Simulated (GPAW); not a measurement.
# Ru (P6_3/mmc) in GPAW: a series of runs

Aim: see how the results for Ru move with the level of theory and the settings. Levels: PBE, r2SCAN, PBEint, BEEF-vdW. Tasks: band structure, elastic constants, equation of state.

Program: GPAW 26.7.0. These are calculated values, not measurements. Logs are shortened: lines on timing, memory, paths and dates and some standing lists are left out, and cuts for length are marked. The log counts tension as positive stress, the text compression.

## 1. The crystal as given

Symmetry: P6_3/mmc, No. 194, hexagonal system. The conventional cell has a = 2.706 Å, b = 2.706 Å, c = 4.282 Å, α = 90.00°, β = 90.00°, γ = 120.00°. Around Ru (site symmetry -6m2) lie 12 Ru at 2.65 to 2.71 Å.

## 2. Band structure, PBE

run.py

```python
from ase.dft.bandgap import bandgap
from ase.io import read, write
from ase.units import GPa
from gpaw import GPAW, PW, setup_paths

setup_paths.insert(0, '.')

atoms = read('Ru.cif')

calc = GPAW(mode=PW(1100),
            xc='PBE',
            kpts={'size': (8, 8, 5), 'gamma': True},
            occupations={'name': 'fermi-dirac', 'width': 0.05},
            setups='sg15',
            nbands=-13,
            convergence={'density': 1e-05, 'energy': 1e-05},
            maxiter=150,
            txt='gpaw.txt')
atoms.calc = calc
energy = atoms.get_potential_energy()
forces = atoms.get_forces()
stress = atoms.get_stress()
calc.write('gs.gpw')
write('result.traj', atoms)
print(f'Energy: {energy:.6f} eV')
print('Forces (eV/A):')
print(forces.round(4))
print('Stress (GPa):', (stress / GPa).round(3))
print('Fermi level:', round(calc.get_fermi_level(), 4), 'eV')
print(f'Gap: {bandgap(calc)[0]:.4f} eV, direct: {bandgap(calc, direct=True)[0]:.4f} eV')

path = atoms.cell.bandpath('GMKGALHA,LM,KH', npoints=80, eps=1e-4)
bs_calc = calc.fixed_density(kpts=path, symmetry='off', nbands=-21,
                             convergence={'bands': 'CBM+6.0', 'eigenstates': 1e-6}, txt='bands.txt')
bs = bs_calc.band_structure()
bs.write('bs.json')
print(f'Gap on the path: {bandgap(bs_calc)[0]:.4f} eV')
```

Ru.cif

```cif
data_Ru
_cell_length_a 2.70580000
_cell_length_b 2.70580000
_cell_length_c 4.28190000
_cell_angle_alpha 90.00000000
_cell_angle_beta 90.00000000
_cell_angle_gamma 120.00000000
_space_group_name_H-M_alt 'P6_3/mmc'
_space_group_name_Hall '-P 6c 2c'
_space_group_IT_number 194
loop_
_space_group_symop_operation_xyz
'x,y,z'
'-x,-y,-z'
'x-y,x,z+1/2'
'-x+y,-x,-z+1/2'
'-y,x-y,z'
'y,-x+y,-z'
'-x,-y,z+1/2'
'x,y,-z+1/2'
'-x+y,-x,z'
'x-y,x,-z'
'y,-x+y,z+1/2'
'-y,x-y,-z+1/2'
'-y,-x,-z+1/2'
'y,x,z+1/2'
'-x,-x+y,-z'
'x,x-y,z'
'-x+y,y,-z+1/2'
'x-y,-y,z+1/2'
'y,x,-z'
'-y,-x,z'
'x,x-y,-z+1/2'
'-x,-x+y,z+1/2'
'x-y,-y,-z'
'-x+y,y,z'
loop_
_atom_site_label
_atom_site_type_symbol
_atom_site_symmetry_multiplicity
_atom_site_Wyckoff_symbol
_atom_site_fract_x
_atom_site_fract_y
_atom_site_fract_z
_atom_site_occupancy
Ru1 Ru 2 c 0.6666666667 0.3333333333 0.7500000000 1
```

Potentials or basis: SG15 ONCV 1.2, pw.

Run with:

```console
$ OMP_NUM_THREADS=1 python run.py
```

gpaw.txt:

```text
__  _  _
 | _ |_)|_||  |
 |__||  | ||/\| - 26.7.0

Input parameters:
  mode=PW(ecut=1100.0),
  convergence={'density': 1e-05, 'energy': 1e-05},
  kpts=MonkhorstPack(size=(8, 8, 5), gamma=True),
  maxiter=150,
  nbands=-13,
  occupations=Occupations(name='fermi-dirac', width=0.05),
  setups={'default': 'sg15'},
  xc=XC(name='PBE')

Diagonalizing LCAO Hamiltonian
Converting LCAO to pw mode

          Ru

        Ru

Atoms  # Å, Bohr magnetons
|   | symbol |         x |        y |        z |    initial magnetic moments |
|---|--------|-----------|----------|----------|-----------------------------|
| 0 |     Ru |  1.352900 | 0.781097 | 3.211425 | ( 0.0000,  0.0000,  0.0000) |
| 1 |     Ru | -0.000000 | 1.562194 | 1.070475 | ( 0.0000,  0.0000,  0.0000) |

Unit cell  # Å
| periodic |         x |        y |        z |  lengths |     angles |
|----------|-----------|----------|----------|----------|------------|
|      yes |  2.705800 | 0.000000 | 0.000000 | 2.705800 |  90.000000 |
|      yes | -1.352900 | 2.343292 | 0.000000 | 2.705800 |  90.000000 |
|      yes |  0.000000 | 0.000000 | 4.281900 | 4.281900 | 120.000000 |

Number of symmetries: 12
Symmetry operations  # r_c * U_cc + t_c -> r_c
|    | kind |            matrix            |
|----|------|------------------------------|
|  0 |  σ   |  1, 1, 0,  0,-1, 0,  0, 0, 1 |
|  1 |  S6  |  1, 1, 0, -1, 0, 0,  0, 0,-1 |
|  2 |  E   |  1, 0, 0,  0, 1, 0,  0, 0, 1 |
|  3 |  C2  |  1, 0, 0, -1,-1, 0,  0, 0,-1 |
|  4 |  C2  |  0, 1, 0,  1, 0, 0,  0, 0,-1 |
|  5 |  C3  |  0, 1, 0, -1,-1, 0,  0, 0, 1 |
|  6 |  S6  |  0,-1, 0,  1, 1, 0,  0, 0,-1 |
|  7 |  σ   |  0,-1, 0, -1, 0, 0,  0, 0, 1 |
|  8 |  σ   | -1, 0, 0,  1, 1, 0,  0, 0, 1 |
|  9 |  i   | -1, 0, 0,  0,-1, 0,  0, 0,-1 |
| 10 |  C3  | -1,-1, 0,  1, 0, 0,  0, 0, 1 |
| 11 |  C2  | -1,-1, 0,  0, 1, 0,  0, 0,-1 |

BZ-sampling:
  Number of BZ points: 320
  Number of IBZ points: 40

  Monkhorst-Pack size: [8, 8, 5]
  Monkhorst-Pack shift: [0.0625, 0.0625, 0.0]

K-points  # in reciprocal-cell coordinates
|     |                                coordinates |     weight |
|-----|--------------------------------------------|------------|
|   0 | (  0.00000000,   0.00000000,   0.00000000) | 0.00312500 |
|   1 | (  0.00000000,   0.00000000,   0.20000000) | 0.00625000 |
|   2 | (  0.00000000,   0.00000000,   0.40000000) | 0.00625000 |
|   3 | (  0.12500000,   0.00000000,  -0.40000000) | 0.01875000 |
|   4 | (  0.12500000,   0.00000000,  -0.20000000) | 0.01875000 |
|   5 | (  0.12500000,   0.00000000,   0.00000000) | 0.01875000 |
|   6 | (  0.12500000,   0.00000000,   0.20000000) | 0.01875000 |
|   7 | (  0.12500000,   0.00000000,   0.40000000) | 0.01875000 |
|   8 | (  0.25000000,  -0.12500000,   0.00000000) | 0.01875000 |
|   9 | (  0.25000000,  -0.12500000,   0.20000000) | 0.03750000 |
| ... |                                            |            |
|  39 | (  0.50000000,   0.50000000,   0.40000000) | 0.01875000 |

Plane wave coefficients: 2267
Cutoff: 1100.0 eV

Spin-components: 1 (collinear spins)
Bands:           29
Projectors:      12
Spin-degeneracy: 2
Datatype:        complex128

Density:
  Valence electrons: 32.0
  Components: 1
  Grid points: [21 21 35]
  Charge: 0.0  # |e|

Potential:
  Grid points: [21 21 35]

species:
  Norm-conserving UPF setup:
    Element:   Ru
    Z:         44
    Valence: 16.0
  Projectors:
    l=0 rcut=2.65
    l=0 rcut=2.65
    l=1 rcut=2.65
    l=1 rcut=2.65
    l=2 rcut=2.65
    l=2 rcut=2.65
  No states stored on this setup
  Local potential cutoff: 2.7800000000000002
  Comp charge cutoff:     2.7800000000000002
  File: ./Ru_ONCV_PBE-1.2.upf

    LCAO basis set for Ru:
      Name: atompaw.sz
      This basis set was not loaded from a file
      Number of radial functions: 4
      Number of spherical harmonics: 10
        l=0, rc=8.9500 Bohr: 4s e=-2.816 f=2.000
        l=0, rc=8.9500 Bohr: 5s e=-0.164 f=1.000
        l=1, rc=8.9500 Bohr: 4p e=-1.709 f=6.000
        l=2, rc=8.9500 Bohr: 4d e=-0.195 f=7.000
      Number of RI-basis functions 0

Reference energy: 0.000000  # eV

eigensolver:
  PPCG
  Converge bands: occupied
  niter=2

density mixing:
  MSR1-Mixer
  Pratt-step length: 0.05
  Maximum mixing coefficient: 0.75
  Old densities: 10
  SVD Regularization: 0.005
  Good broyden scale: 1.0
  Trust region scale: 1.0
  Backstep threshold: 4.0
  History deletion threshold: 6.0
  Fourier metric: weight=20.0, sigma=0.015

occupation numbers:
  Fermi-Dirac:
    width: 0.0500  # eV

poisson solver:
  ecut: 8800.0  # eV

xc functional:
  name: PBE with 2 nearest neighbor stencil

convergence criteria:
- Maximum integral of absolute [dens]ity change: 1e-05 electrons / valence electron
- Maximum [total energy] change in last 3 cyles: 1e-05 eV / valence electron
- Maximum integral of absolute [eigenst]ate change: 4e-08 eV^2 / valence electron
maximum number of iterations: 150

SCF iterations
|iter     | |      energy | eigst |  dens |
|---------|-|-------------|-------|-------|
|iter:   1| |-5134.432429 | +0.15 |       |
|iter:   2| |-5134.332327 | -1.83 | -1.18 |
|iter:   3| |-5133.820005 | -1.28 | -1.21 |
|iter:   4| |-5133.730641 | -2.40 | -1.77 |
|iter:   5| |-5133.729606 | -3.45 | -2.15 |
|iter:   6| |-5133.729572 | -5.21 | -3.09 |
|iter:   7| |-5133.729580c| -6.18 | -3.54 |
|iter:   8| |-5133.729577c| -6.99 | -4.08 |
|iter:   9| |-5133.729578c| -7.63c| -4.90 |
|iter:  10| |-5133.729578c| -8.47c| -5.55c|

Converged in 10 steps
Energy contributions relative to reference atoms: (reference = 0.000000)

Energy contributions:
  Kinetic:        1799.909941
  Coulomb:       -6196.597614
  Zero:           -196.909504
  External:          0.000000
  Xc:             -540.127616
  Entropy:          -0.009572
  Spinorbit:         0.000000
  ----------------------------
  Free energy:   -5133.734364
  Extrapolated:  -5133.729578

dipole moment: (-0.000000, -0.000000, -0.000000)  # |e|*Ang

Fermi level: 14.553
Eigenvalues  # (at kpt = [0.000, 0.000, 0.000])
| band index |      eig [eV] | occ [0-2] |
|------------|---------------|-----------|
|          0 |       -58.591 |     2.000 |
|        ... |               |           |
|          9 |         8.364 |     2.000 |
|         10 |        11.970 |     2.000 |
|         11 |        11.970 |     2.000 |
|         12 |        12.141 |     2.000 |
|         13 |        12.652 |     2.000 |
|         14 |        12.652 |     2.000 |
|         15 |        13.172 |     2.000 |
|         16 |        13.172 |     2.000 |
|         17 |        15.745 |     0.000 |
|         18 |        15.745 |     0.000 |
|         19 |        15.867 |     0.000 |
|         20 |        24.874 |     0.000 |
|         21 |        29.816 |     0.000 |
|         22 |        32.476 |     0.000 |
|         23 |        33.059 |     0.000 |
|         24 |        37.656 |     0.000 |
|        ... |               |           |
|         28 |        39.674 |     0.000 |

No gap
No difference between direct/indirect transitions

Forces  # eV/Ang
|       x |        y |        z |
|---------|----------|----------|
| 0.00000 |  0.00000 |  0.00006 |  # Ru   0
| 0.00000 | -0.00000 | -0.00006 |  # Ru   1

Stress tensor  # eV/Ang^3
|         x |         y |         z |
|-----------|-----------|-----------|
| -0.029164 |  0.000000 |  0.000000 |
|  0.000000 | -0.029164 |  0.000000 |
|  0.000000 |  0.000000 | -0.024250 |

# Writing to gs.gpw (mode='')
```

Wall time 92 s (1 thread of Arm Neoverse V2, shared host); peak memory 0.38 GiB.

What came out:

| Property | Result |
| --- | --- |
| Free energy | -5133.7344 eV |
| Pressure | 4.4 GPa |
| Band gap along the path | none (metal or under the smearing width) |

Stress tensor (GPa, compression positive):
```
4.67 0.00 0.00
0.00 4.67 0.00
0.00 0.00 3.89
```

Levels at the corners of the path, in eV from the Fermi level:
| point | band 14 | band 15 | band 16 | band 17 | band 18 | band 19 |
| --- | --- | --- | --- | --- | --- | --- |
| Γ | -1.90 | -1.90 | -1.38 | -1.38 | 1.19 | 1.19 |
| M | -1.78 | -1.51 | 1.44 | 1.85 | 1.92 | 4.08 |
| K | -2.83 | -1.06 | 1.02 | 1.02 | 1.44 | 7.05 |
| Γ | -1.90 | -1.90 | -1.38 | -1.38 | 1.19 | 1.19 |
| A | -2.75 | -2.70 | -2.70 | 0.55 | 0.55 | 0.55 |
| L | -1.05 | 0.46 | 0.46 | 1.69 | 1.69 | 3.42 |
| H | -2.70 | -1.17 | -1.17 | 1.24 | 1.24 | 8.46 |
| A | -2.75 | -2.70 | -2.70 | 0.55 | 0.55 | 0.55 |
| L | -1.05 | 0.46 | 0.46 | 1.69 | 1.69 | 3.42 |
| M | -1.78 | -1.51 | 1.44 | 1.85 | 1.92 | 4.08 |
| K | -2.83 | -1.06 | 1.02 | 1.02 | 1.44 | 7.05 |
| H | -2.70 | -1.17 | -1.17 | 1.24 | 1.24 | 8.46 |

(Continued in part 2 of 3.)
